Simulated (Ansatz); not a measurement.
# AlN (P6_3mc): the equilibrium volume, part 2 of 2

Aim: the volume at which the pressure of AlN (P6_3mc) vanishes.

Ansatz 0.2.0; DFT PBEsol, scalar-relativistic, plane waves, PAW.

## Step 3: Relaxing cell and atoms

File input.yaml:

```yaml
crystal:
  lattice:
    - [3.128588136, 0.0, 0.0]
    - [-1.564294068, 2.7094368037, 0.0]
    - [0.0, 0.0, 5.016955]
  atoms:
    - { symbol: Al, position: [0.66666667, 0.33333333, 0.499287] }
    - { symbol: Al, position: [0.33333333, 0.66666667, 0.999287] }
    - { symbol: "N", position: [0.66666667, 0.33333333, 0.880713] }
    - { symbol: "N", position: [0.33333333, 0.66666667, 0.380713] }
basis:
  ecutwfc: 420
kpoints:
  mp_grid: { grid: [9, 9, 4] }
hamiltonian:
  xc: pbesol
scf:
  occupations: { method: gaussian, width: 0.02 }
output:
  forces: true
  stress: true
  eigenvalues: true
relax:
  adjacent_minimum: "off"
  f_tol: 0.005
  max_steps: 80
  cell: { stress_tol: 0.05 }
```

Launch:

```console
> ansatz run input.yaml --threads 8 --pin off --max-ram 14336MiB --backend cpu --events-out ev --progress --plain --runs-dir out
```

What it wrote:

```text
Warning: RAYON_NUM_THREADS=8 ignored (pool sized by the plan → 8); use --threads N
Engine: ansatz 0.2.0, aarch64-unknown-linux-gnu
Pseudopotentials: kind: paw
Pseudopotential: Al, paw, valence charge 3, recommended cutoff 420 eV (normal), Al.paw.azcp
Pseudopotential: N, paw, valence charge 5, recommended cutoff 420 eV (normal), N.paw.azcp
Functional definition: PBEsol
  exchange = pbesol_x
  correlation = pbesol_c
Crystal: 4 atoms, lattice volume = 42.527 Å³
Basis set: ecut = 420 eV, 833 PW (Γ), exchange–correlation on 48×48×72 points (8 copies of the dense FFT grid, shifted against one another)
Bands: 12, of which v1, the nominal top of the filled ones, is band 8 counted from 1 (7 counted from 0)
Symmetry: 12 space group operations
Space group: P63mc (ITA 186), of the structure as read, at distance tolerance 3.5e-5 Å
k-points: 36 of 324 (time reversal used)
Non-local potential: Al, projectors of the file, l = 0: 2, l = 1: 2, l = 2: 1
Non-local potential: N, projectors of the file, l = 0: 2, l = 1: 2, l = 2: 1
PAW form: soft (Blöchl's): semilocal exchange-correlation on the pseudo side does not see the compensation charge
PAW frozen core: Al, regenerated for the run's functional, and the local potential with it (the file was generated under x = pbe(κ = 0.804, μ = 0.2195149727645171), c = pbe(β = 0.06672455060314922))
PAW frozen core: N, regenerated for the run's functional, and the local potential with it (the file was generated under x = pbe(κ = 0.804, μ = 0.2195149727645171), c = pbe(β = 0.06672455060314922))
PAW one-centre angular grid: Al, 110 points (default); XC on 64 Gauss nodes
PAW one-centre angular grid: N, 110 points (default); XC on 64 Gauss nodes
Initial density: superposition of atomic densities (neutral atoms: chi_scale 0, normalization atom), corrected by the library's trained network
Initial wavefunctions: pseudopotential atomic-orbital guess
Functional: x = pbesol(κ = 0.804, μ = 0.12345679012345678), c = pbesol(β = 0.046)
SCF iter   1: F=—  HF=-1811.923825 eV  |F-HF|=—  |Δ(HF+E_count)|=         —  Δρ=1.03e-2  dr2=4.84e-2  ethr=1.77e-3  ⟨swp⟩=6.2  Hψ=2943  notcnv=0
preconditioner: auto → none  [insulator: Δε(μ)=3.889 eV  Ē_g=12.817 eV  σ=0.020 eV  W_gap=1.00  n_scr=2 (ndim 8)  ℏωp=22.8 eV  f_vac=0.000  D(μ)=0.00/eV (n_scr^D=0)  ε∞_Penn≈4.2]
SCF iter   2: F=—  HF=-1811.910178 eV  |F-HF|=—  |Δ(HF+E_count)|=   1.36e-2  Δρ=1.29e-3  dr2=7.73e-4  ethr=3.02e-4  ⟨swp⟩=2.9  Hψ=1076  notcnv=0
SCF iter   3: F=—  HF=-1811.910026 eV  |F-HF|=—  |Δ(HF+E_count)|=   1.52e-4  Δρ=4.72e-4  dr2=5.23e-5  ethr=4.83e-6  ⟨swp⟩=2.1  Hψ=686  notcnv=0
SCF iter   4: F=—  HF=-1811.909871 eV  |F-HF|=—  |Δ(HF+E_count)|=   1.55e-4  Δρ=2.03e-5  dr2=6.75e-8  ethr=6.25e-10  ⟨swp⟩=4.8  Hψ=2425  notcnv=0
iter 5 did not close the SCF: its close was put off for the readings that it lacked (scf_convergence_deferred on its scf_iter line)
SCF iter   5: F=-1811.909871 eV  HF=-1811.909871 eV  |F-HF|=2.85e-10  |Δ(HF+E_count)|=   3.51e-8  Δρ=1.28e-6  dr2=2.58e-10  ethr=4.22e-10  ⟨swp⟩=2.2  Hψ=684  notcnv=0
SCF iter   6: F=-1811.909871 eV  HF=-1811.909871 eV  |F-HF|=4.77e-12  |Δ(HF+E_count)|=  3.14e-10  Δρ=1.54e-7  dr2=3.55e-12  ethr=1.61e-12  ⟨swp⟩=1.0  Hψ=1298  notcnv=0
SCF 1 converged in 6 iterations: F = -1811.909871 eV  dr2 = 3.55e-12
relax step   1: F+E_penalty+E_count = -1811.90987066 eV  Δ(F+E_penalty+E_count) = +0.000e0 eV  max|allowed force component| = 5.849e-3 eV/Å  Δτ_max = 0.0000 Å  P = -3.125 GPa  Ω = 42.527 Å³  (6 SCF iters, dr2 threshold 1.00e-7 eV, accepted)
Crystal: 4 atoms, lattice volume = 42.181 Å³
Initial density: handed on by an earlier stage of this run
Initial wavefunctions: those handed on with the density
iter 1 solved again at ethr=1.00e-5 eV; its pass at ethr=3.10e-3 eV (dr2=1.60e-3 eV) is discarded
SCF iter   1: F=—  HF=-1811.916707 eV  |F-HF|=—  |Δ(HF+E_count)|=         —  Δρ=1.85e-3  dr2=1.65e-3  ethr=1.00e-5  ⟨swp⟩=1.0  Hψ=2674  notcnv=0
preconditioner: auto → none  [insulator: Δε(μ)=4.047 eV  Ē_g=12.963 eV  σ=0.020 eV  W_gap=1.00  n_scr=2 (ndim 8)  ℏωp=22.9 eV  f_vac=0.000  D(μ)=0.00/eV (n_scr^D=0)  ε∞_Penn≈4.1]
SCF iter   2: F=—  HF=-1811.916223 eV  |F-HF|=—  |Δ(HF+E_count)|=   4.84e-4  Δρ=3.08e-4  dr2=4.47e-5  ethr=1.00e-5  ⟨swp⟩=2.2  Hψ=719  notcnv=0
SCF iter   3: F=—  HF=-1811.916059 eV  |F-HF|=—  |Δ(HF+E_count)|=   1.64e-4  Δρ=1.13e-4  dr2=3.76e-6  ethr=2.80e-7  ⟨swp⟩=2.0  Hψ=675  notcnv=0
iter 4 did not close the SCF: its close was put off for the readings that it lacked (scf_convergence_deferred on its scf_iter line)
SCF iter   4: F=-1811.916057 eV  HF=-1811.916057 eV  |F-HF|=1.89e-9  |Δ(HF+E_count)|=   1.15e-6  Δρ=5.35e-6  dr2=5.72e-9  ethr=2.35e-8  ⟨swp⟩=2.0  Hψ=680  notcnv=0
iter 5 did not close the SCF: its close was put off for the readings that it lacked (scf_convergence_deferred on its scf_iter line)
SCF iter   5: F=-1811.916057 eV  HF=-1811.916057 eV  |F-HF|=3.52e-11  |Δ(HF+E_count)|=   2.82e-9  Δρ=5.68e-7  dr2=6.21e-11  ethr=3.57e-11  ⟨swp⟩=2.5  Hψ=634  notcnv=0
SCF iter   6: F=-1811.916057 eV  HF=-1811.916057 eV  |F-HF|=6.82e-13  |Δ(HF+E_count)|=  4.41e-11  Δρ=8.69e-8  dr2=1.70e-12  ethr=1.00e-12  ⟨swp⟩=1.0  Hψ=1017  notcnv=0
SCF 2 converged in 6 iterations: F = -1811.916057 eV  dr2 = 1.70e-12
relax step   2: F+E_penalty+E_count = -1811.91605748 eV  Δ(F+E_penalty+E_count) = -6.187e-3 eV  max|allowed force component| = 6.116e-3 eV/Å  Δτ_max = 0.0007 Å  P = -1.524 GPa  Ω = 42.181 Å³  energy of the carried Pulay correction = +1.118e-3 eV  (6 SCF iters, dr2 threshold 4.00e-7 eV, accepted)
Crystal: 4 atoms, lattice volume = 41.857 Å³
Basis set: ecut = 420 eV, 809 PW (Γ), exchange–correlation on 48×48×72 points (8 copies of the dense FFT grid, shifted against one another)
iter 1 solved again at ethr=8.94e-6 eV; its pass at ethr=3.10e-3 eV (dr2=1.43e-3 eV) is discarded
SCF iter   1: F=—  HF=-1811.919228 eV  |F-HF|=—  |Δ(HF+E_count)|=         —  Δρ=1.75e-3  dr2=1.47e-3  ethr=8.94e-6  ⟨swp⟩=1.0  Hψ=2644  notcnv=0
preconditioner: auto → none  [insulator: Δε(μ)=4.108 eV  Ē_g=13.022 eV  σ=0.020 eV  W_gap=1.00  n_scr=2 (ndim 8)  ℏωp=23.0 eV  f_vac=0.000  D(μ)=0.00/eV (n_scr^D=0)  ε∞_Penn≈4.1]
SCF iter   2: F=—  HF=-1811.918793 eV  |F-HF|=—  |Δ(HF+E_count)|=   4.35e-4  Δρ=2.91e-4  dr2=3.96e-5  ethr=8.94e-6  ⟨swp⟩=2.2  Hψ=711  notcnv=0
SCF iter   3: F=—  HF=-1811.918632 eV  |F-HF|=—  |Δ(HF+E_count)|=   1.61e-4  Δρ=1.07e-4  dr2=3.30e-6  ethr=2.48e-7  ⟨swp⟩=2.0  Hψ=674  notcnv=0
iter 4 did not close the SCF: its close was put off for the readings that it lacked (scf_convergence_deferred on its scf_iter line)
SCF iter   4: F=-1811.918631 eV  HF=-1811.918631 eV  |F-HF|=1.58e-9  |Δ(HF+E_count)|=   1.05e-6  Δρ=4.97e-6  dr2=4.83e-9  ethr=2.06e-8  ⟨swp⟩=2.0  Hψ=681  notcnv=0
iter 5 did not close the SCF: its close was put off for the readings that it lacked (scf_convergence_deferred on its scf_iter line)
SCF iter   5: F=-1811.918631 eV  HF=-1811.918631 eV  |F-HF|=3.30e-11  |Δ(HF+E_count)|=   2.32e-9  Δρ=6.65e-7  dr2=9.01e-11  ethr=3.02e-11  ⟨swp⟩=2.6  Hψ=665  notcnv=0
SCF iter   6: F=-1811.918631 eV  HF=-1811.918631 eV  |F-HF|=6.82e-13  |Δ(HF+E_count)|=  4.93e-11  Δρ=1.07e-7  dr2=2.83e-12  ethr=1.00e-12  ⟨swp⟩=1.0  Hψ=1233  notcnv=0
SCF 3 converged in 6 iterations: F = -1811.918631 eV  dr2 = 2.83e-12
relax step   3: F+E_penalty+E_count = -1811.91863109 eV  Δ(F+E_penalty+E_count) = -2.574e-3 eV  max|allowed force component| = 2.331e-3 eV/Å  Δτ_max = 0.0006 Å  P = +0.033 GPa  Ω = 41.857 Å³  energy of the carried Pulay correction = +2.170e-3 eV  (6 SCF iters, dr2 threshold 4.00e-7 eV, accepted)
Initial wavefunctions: pseudopotential atomic-orbital guess (no wavefunctions were taken with the density)
iter 1 solved again at ethr=4.44e-9 eV; its pass at ethr=3.10e-3 eV (dr2=7.11e-7 eV) is discarded
SCF iter   1: F=—  HF=-1811.916890 eV  |F-HF|=—  |Δ(HF+E_count)|=         —  Δρ=8.41e-5  dr2=4.16e-7  ethr=4.44e-9  ⟨swp⟩=3.1  Hψ=4247  notcnv=0
preconditioner: auto → none  [insulator: Δε(μ)=4.093 eV  Ē_g=13.010 eV  σ=0.020 eV  W_gap=1.00  n_scr=2 (ndim 8)  ℏωp=23.0 eV  f_vac=0.000  D(μ)=0.00/eV (n_scr^D=0)  ε∞_Penn≈4.1]
SCF iter   2: F=—  HF=-1811.916742 eV  |F-HF|=—  |Δ(HF+E_count)|=   1.47e-4  Δρ=4.03e-5  dr2=7.65e-8  ethr=2.60e-9  ⟨swp⟩=2.0  Hψ=720  notcnv=0
SCF iter   3: F=—  HF=-1811.916743 eV  |F-HF|=—  |Δ(HF+E_count)|=   2.09e-7  Δρ=5.43e-6  dr2=1.77e-9  ethr=4.78e-10  ⟨swp⟩=2.0  Hψ=720  notcnv=0
iter 4 did not close the SCF: its close was put off for the readings that it lacked (scf_convergence_deferred on its scf_iter line)
SCF iter   4: F=-1811.916743 eV  HF=-1811.916743 eV  |F-HF|=2.91e-11  |Δ(HF+E_count)|=   4.29e-9  Δρ=5.37e-7  dr2=3.32e-11  ethr=1.10e-11  ⟨swp⟩=2.1  Hψ=720  notcnv=0
iter 5 did not close the SCF: its close was put off for the readings that it lacked (scf_convergence_deferred on its scf_iter line)
SCF iter   5: F=-1811.916743 eV  HF=-1811.916743 eV  |F-HF|=9.09e-13  |Δ(HF+E_count)|=  3.09e-11  Δρ=6.81e-8  dr2=1.63e-12  ethr=1.00e-12  ⟨swp⟩=1.0  Hψ=432  notcnv=0
SCF iter   6: F=-1811.916743 eV  HF=-1811.916743 eV  |F-HF|=0.00e0  |Δ(HF+E_count)|=    0.00e0  Δρ=1.04e-8  dr2=2.19e-14  ethr=1.00e-12  ⟨swp⟩=2.0  Hψ=1296  notcnv=0
SCF 4 converged in 6 iterations: F = -1811.916743 eV  dr2 = 2.19e-14
relax step   4: F+E_penalty+E_count = -1811.91674260 eV  Δ(F+E_penalty+E_count) = +1.888e-3 eV  max|allowed force component| = 2.365e-3 eV/Å  Δτ_max = 0.0000 Å  P = -0.052 GPa  Ω = 41.857 Å³  stress off target by 5.32e-2 GPa  SCF on the basis re-selected at this cell (its energy is not comparable with the rows above)  (6 SCF iters)
basis re-selected at this cell: Δ(F+E_penalty+E_count) = +1.888e-3 eV, ΔP = -0.085 GPa vs the last step (what re-selecting the basis moved, of the pressure what is left beyond the Pulay correction that the steps carried, after the strain that the cell walked since its last selection, with what the two solves' SCF thresholds leave and, on support functions, any second-order correction that the steps lacked; it is no measure of the basis error at this ecutwfc). This SCF's stress stands 5.32e-2 GPa from its target on what of the cell is left free (relax.cell.stress_tol is 5.00e-2 GPa) and its largest allowed force component is 2.36e-3 eV/Å (relax.f_tol is 5.00e-3 eV/Å): not within both, so this SCF does not close the relaxation
Crystal: 4 atoms, lattice volume = 41.846 Å³
iter 1 solved again at ethr=1.13e-8 eV; its pass at ethr=3.10e-3 eV (dr2=1.82e-6 eV) is discarded
SCF iter   1: F=—  HF=-1811.916929 eV  |F-HF|=—  |Δ(HF+E_count)|=         —  Δρ=6.27e-5  dr2=1.87e-6  ethr=1.13e-8  ⟨swp⟩=1.0  Hψ=2631  notcnv=0
preconditioner: auto → none  [insulator: Δε(μ)=4.095 eV  Ē_g=13.013 eV  σ=0.020 eV  W_gap=1.00  n_scr=2 (ndim 8)  ℏωp=23.0 eV  f_vac=0.000  D(μ)=0.00/eV (n_scr^D=0)  ε∞_Penn≈4.1]
SCF iter   2: F=—  HF=-1811.916781 eV  |F-HF|=—  |Δ(HF+E_count)|=   1.48e-4  Δρ=1.07e-5  dr2=4.93e-8  ethr=1.13e-8  ⟨swp⟩=2.1  Hψ=647  notcnv=0
iter 3 did not close the SCF: its close was put off for the readings that it lacked (scf_convergence_deferred on its scf_iter line)
SCF iter   3: F=-1811.916781 eV  HF=-1811.916781 eV  |F-HF|=1.60e-9  |Δ(HF+E_count)|=   1.47e-8  Δρ=4.02e-6  dr2=4.84e-9  ethr=3.08e-10  ⟨swp⟩=1.9  Hψ=660  notcnv=0
iter 4 did not close the SCF: its close was put off for the readings that it lacked (scf_convergence_deferred on its scf_iter line)
SCF iter   4: F=-1811.916781 eV  HF=-1811.916781 eV  |F-HF|=4.55e-13  |Δ(HF+E_count)|=   1.26e-9  Δρ=2.91e-7  dr2=1.67e-11  ethr=3.02e-11  ⟨swp⟩=2.0  Hψ=695  notcnv=0
iter 5 did not close the SCF: its close was put off for the readings that it lacked (scf_convergence_deferred on its scf_iter line)
SCF iter   5: F=-1811.916781 eV  HF=-1811.916781 eV  |F-HF|=2.27e-13  |Δ(HF+E_count)|=  3.64e-12  Δρ=5.91e-8  dr2=5.84e-13  ethr=1.00e-12  ⟨swp⟩=1.0  Hψ=432  notcnv=0
iter 6 did not close the SCF: its close was put off for the readings that it lacked (scf_convergence_deferred on its scf_iter line)
SCF iter   6: F=-1811.916781 eV  HF=-1811.916781 eV  |F-HF|=6.82e-13  |Δ(HF+E_count)|=  2.27e-13  Δρ=5.49e-9  dr2=4.48e-15  ethr=1.00e-12  ⟨swp⟩=1.0  Hψ=432  notcnv=0
SCF iter   7: F=-1811.916781 eV  HF=-1811.916781 eV  |F-HF|=4.55e-13  |Δ(HF+E_count)|=  4.55e-13  Δρ=3.52e-10  dr2=2.41e-17  ethr=1.00e-12  ⟨swp⟩=1.0  Hψ=1008  notcnv=0
SCF 5 converged in 7 iterations: F = -1811.916781 eV  dr2 = 2.41e-17
relax step   5: F+E_penalty+E_count = -1811.91678079 eV  Δ(F+E_penalty+E_count) = -3.819e-5 eV  max|allowed force component| = 1.406e-3 eV/Å  Δτ_max = 0.0001 Å  P = +0.001 GPa  Ω = 41.846 Å³  energy of the carried Pulay correction = +3.583e-5 eV  (7 SCF iters, accepted)
iter 1 solved again at ethr=5.19e-9 eV; its pass at ethr=3.10e-3 eV (dr2=8.31e-7 eV) is discarded
SCF iter   1: F=—  HF=-1811.916877 eV  |F-HF|=—  |Δ(HF+E_count)|=         —  Δρ=4.54e-6  dr2=2.31e-9  ethr=5.19e-9  ⟨swp⟩=3.1  Hψ=4240  notcnv=0
preconditioner: auto → none  [insulator: Δε(μ)=4.095 eV  Ē_g=13.012 eV  σ=0.020 eV  W_gap=1.00  n_scr=2 (ndim 8)  ℏωp=23.0 eV  f_vac=0.000  D(μ)=0.00/eV (n_scr^D=0)  ε∞_Penn≈4.1]
SCF iter   2: F=—  HF=-1811.916729 eV  |F-HF|=—  |Δ(HF+E_count)|=   1.48e-4  Δρ=2.93e-6  dr2=9.65e-10  ethr=1.44e-11  ⟨swp⟩=3.2  Hψ=915  notcnv=0
SCF iter   3: F=—  HF=-1811.916729 eV  |F-HF|=—  |Δ(HF+E_count)|=  3.69e-10  Δρ=1.97e-6  dr2=3.35e-10  ethr=6.03e-12  ⟨swp⟩=1.0  Hψ=432  notcnv=0
iter 4 did not close the SCF: its close was put off for the readings that it lacked (scf_convergence_deferred on its scf_iter line)
SCF iter   4: F=-1811.916729 eV  HF=-1811.916729 eV  |F-HF|=6.82e-12  |Δ(HF+E_count)|=  4.81e-10  Δρ=3.12e-7  dr2=1.13e-11  ethr=2.09e-12  ⟨swp⟩=2.1  Hψ=704  notcnv=0
iter 5 did not close the SCF: its close was put off for the readings that it lacked (scf_convergence_deferred on its scf_iter line)
SCF iter   5: F=-1811.916729 eV  HF=-1811.916729 eV  |F-HF|=6.82e-13  |Δ(HF+E_count)|=  1.11e-11  Δρ=5.85e-8  dr2=6.08e-13  ethr=1.00e-12  ⟨swp⟩=1.0  Hψ=432  notcnv=0
iter 6 did not close the SCF: its close was put off for the readings that it lacked (scf_convergence_deferred on its scf_iter line)
SCF iter   6: F=-1811.916729 eV  HF=-1811.916729 eV  |F-HF|=4.55e-13  |Δ(HF+E_count)|=  2.27e-13  Δρ=2.54e-8  dr2=1.00e-13  ethr=1.00e-12  ⟨swp⟩=1.0  Hψ=432  notcnv=0
iter 7 did not close the SCF: its close was put off for the readings that it lacked (scf_convergence_deferred on its scf_iter line)
SCF iter   7: F=-1811.916729 eV  HF=-1811.916729 eV  |F-HF|=2.27e-13  |Δ(HF+E_count)|=  2.27e-13  Δρ=1.35e-8  dr2=2.98e-14  ethr=1.00e-12  ⟨swp⟩=1.0  Hψ=432  notcnv=0
SCF iter   8: F=-1811.916729 eV  HF=-1811.916729 eV  |F-HF|=0.00e0  |Δ(HF+E_count)|=    0.00e0  Δρ=5.42e-9  dr2=4.33e-15  ethr=1.00e-12  ⟨swp⟩=1.0  Hψ=1008  notcnv=0
SCF 6 converged in 8 iterations: F = -1811.916729 eV  dr2 = 4.33e-15
relax step   6: F+E_penalty+E_count = -1811.91672937 eV  Δ(F+E_penalty+E_count) = +5.142e-5 eV  max|allowed force component| = 1.437e-3 eV/Å  Δτ_max = 0.0000 Å  P = +0.000 GPa  Ω = 41.846 Å³  stress off target by 3.97e-3 GPa  SCF on the basis re-selected at this cell (its energy is not comparable with the rows above)  (8 SCF iters)
basis re-selected at this cell: Δ(F+E_penalty+E_count) = +5.142e-5 eV, ΔP = -0.001 GPa vs the last step (what re-selecting the basis moved, of the pressure what is left beyond the Pulay correction that the steps carried, after the strain that the cell walked since its last selection, with what the two solves' SCF thresholds leave and, on support functions, any second-order correction that the steps lacked; it is no measure of the basis error at this ecutwfc). This SCF's stress stands 3.97e-3 GPa from its target on what of the cell is left free (relax.cell.stress_tol is 5.00e-2 GPa) and its largest allowed force component is 1.44e-3 eV/Å (relax.f_tol is 5.00e-3 eV/Å): within both
SCF converged after 8 iterations
Free energy (F): -1811.916729 eV
Harris-Foulkes:  -1811.916729 eV  (|F-HF|=0.00e0)
Internal energy: -1811.916729 eV  (E = F + TS)
E sigma→0 (E₀):  -1811.916729 eV
Fermi energy:    9.087666 eV
--- Per-component energies (eV) ---
  E_band       = 28.520140
  E_kinetic    = 317.496249
  E_local      = -446.175031  (includes V_loc(G=0)·N_el)
  E_nonlocal   = 111.268789
  E_hartree    = 153.722826
  E_xc         = -201.378329
  E_vxc        = -214.926053  (∫ρ·V_xc dr)
  E_paw        = -1155.479408  (= ΣΔE_a)
  E_vpaw       = -46.589654  (= ΣTr[D̂ρ^β])
  E_aug_tail   = 0.000188  (compensation charges beyond the density's cutoff)
  E_ewald      = -591.466488
  E_core_change = 0.094476  (= ΣΔE_core)
  E_smearing   = -0.000000  (= −TS)
  E_closure    = 0.000000  (closes the sum)
  Σ components = -1811.916729   (vs F -1811.916729, Δ=0.00e0)
--- Forces (eV/Å), atoms counted from 1 ---
  atom   1  Al    -0.00000000     0.00000000    -0.00143693
  atom   2  Al     0.00000000    -0.00000000    -0.00143693
  atom   3  N      0.00000000    -0.00000000     0.00143616
  atom   4  N     -0.00000000     0.00000000     0.00143616
  max |Σ_I F_I| component: 1.55e-6 eV/Å
--- Stress (GPa, compression-positive) ---
       -0.001880      -0.000000      -0.000000
        0.000000      -0.001880       0.000000
        0.000000       0.000000       0.003974
  P = ⅓ Tr σ = 0.0001 GPa (0.001 kbar)
--- Band table (eV; the first three rows and the last of 36) ---
  k-point 0: bands = ["-8.1121", "-5.9370", "0.9958", "6.1627", "6.1627", "6.8169", "6.8169", "7.0402", "11.1351", "13.5804", "17.5256", "18.0549"]
  k-point 1: bands = ["-7.8733", "-6.3783", "1.8030", "5.8199", "6.2537", "6.2537", "6.7162", "6.7162", "12.1021", "13.7005", "17.1905", "18.0243"]
  k-point 2: bands = ["-7.2161", "-7.2161", "3.6814", "3.6814", "6.4800", "6.4800", "6.4800", "6.4800", "13.3951", "13.3951", "17.2374", "17.2374"]
  k-point 35: bands = ["-5.5357", "-5.5357", "2.1656", "2.1656", "3.1282", "3.1282", "6.2393", "6.2393", "14.3195", "14.3195", "14.7374", "14.7374"]
--- Relaxed structure (4 steps of the walk, 4 accepted, 2 SCFs on fresh bases) ---
  F+E_penalty+E_count = -1811.91672937 eV   max|allowed force component| = 1.437e-3 eV/Å   (the final SCF, on the basis selected at the relaxed cell)
  cell:  # Å, volume = 41.8460 Å³
    - [3.1137807605797305, -6.444607007184224e-33, 1.380987215825191e-33]
    - [-1.5568903802898653, 2.696613240477278, -5.701514963690434e-19]
    - [2.214529499014915e-33, -1.0557265615242025e-18, 4.983645038579402]
  atoms:
    - { symbol: Al, position: [0.6666666666666666, 0.3333333333333333, 0.49902189415646125] }
    - { symbol: Al, position: [0.3333333333333333, 0.6666666666666666, 0.9990218941564614] }
    - { symbol: N, position: [0.6666666666666666, 0.3333333333333333, 0.8809781058435388] }
    - { symbol: N, position: [0.3333333333333333, 0.6666666666666666, 0.3809781058435387] }
```

Wall time 2.6 s (8 threads of Arm Neoverse V1, shared host); peak memory 0.37 GiB.

The steps of the relaxation:

| step | energy from step 1 (meV/atom) | largest force component (eV/Å) | pressure (GPa) | volume (Å³/atom) |
| --- | --- | --- | --- | --- |
| 1 | 0.0 | 0.006 | -3.12 | 10.632 |
| 2 | -1.5 | 0.006 | -1.52 | 10.545 |
| 3 | -2.2 | 0.002 | 0.03 | 10.464 |
| 4 | -1.7 | 0.002 | -0.05 | 10.464 |
| 5 | -1.7 | 0.001 | 0.00 | 10.461 |
| 6 | -1.7 | 0.001 | 0.00 | 10.461 |

Step 1 is the start. Step 4 repeats a cell on a basis chosen anew, so the energy can jump there without a move. Step 6 repeats the geometry before it on a plane-wave basis chosen anew for the final cell, which leaves the energy as it was.

Read off: volume 10.461 Å³/atom, pressure 0.00 GPa, mesh gap 4.09 eV.

## Step 4: The cell, before and after

How the cell compares, before and after:

| cell as typed | before | after | change |
| --- | --- | --- | --- |
| a (Å) | 3.129 | 3.114 | -0.5 % |
| b (Å) | 3.129 | 3.114 | -0.5 % |
| c (Å) | 5.017 | 4.984 | -0.7 % |
| volume (Å³/atom) | 10.632 | 10.461 | -1.6 % |
| shortest distance (Å) | 1.902 | 1.892 | -0.5 % |
| space group | P6_3mc | P6_3mc | same |

## Step 5: What came out

The summary covers parts 1 to 2. Changes of volume or cell count from the first structure of part 1.

| quantity | value |
| --- | --- |
| volume | 10.461 Å³/atom |
| pressure | 0.00 GPa |
| conventional cell | a = 3.114 Å, b = 3.114 Å, c = 4.984 Å, α = 90.00°, β = 90.00°, γ = 120.00° |
| gap on the mesh | 4.09 eV |

**Reading.** Over the 2 runs shown the cell moved from 10.63 to 10.46 Å³/atom, a change of -1.6 %, where the pressure is zero within 0.01 GPa.

The gaps are Kohn-Sham values of a semilocal functional, not quasiparticle or optical gaps. Such gaps usually fall short of the measured ones.
